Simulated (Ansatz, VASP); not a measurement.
## One calculation of Sb, two programs

```
Sb
1.0
     3.11035    0.00000    0.00000
     0.00000    3.11035    0.00000
     0.00000    0.00000    3.11037
Sb
1
Direct
  0.00000 0.00000 0.50000
```

Alike in both runs: functional PBE; k mesh 20 × 20 × 20; occupations fermi-dirac, width 0.15 eV; no spin polarisation.

Ansatz relaxed the structure, and its values are those at the end. VASP's run is a single point on that final structure, the one shown.

```csv
,VASP,Ansatz
version,VASP 6.6.1,Ansatz 0.2.0
potentials or method,"VASP PAW PBE potentials, release 64 (Sb)","scalar-relativistic, plane waves, PAW"
plane-wave cutoff (eV),520,420
valence electrons in the cell,5,15
```

|  | VASP | Ansatz | Ansatz less VASP |
| --- | --- | --- | --- |
| gap on the k mesh at the Fermi level (eV) | none | none | - |
| pressure (GPa) | 0.0 | 0.0 | +0.02 |

A gap of «none» marks a metal or a gap that the smearing closes. The functional is the same, so the differences come from potentials, cutoffs and numerics. The two sets of potentials don't hold the same shells in valence.

Spin-orbit coupling is left out, which matters for the levels of Sb.
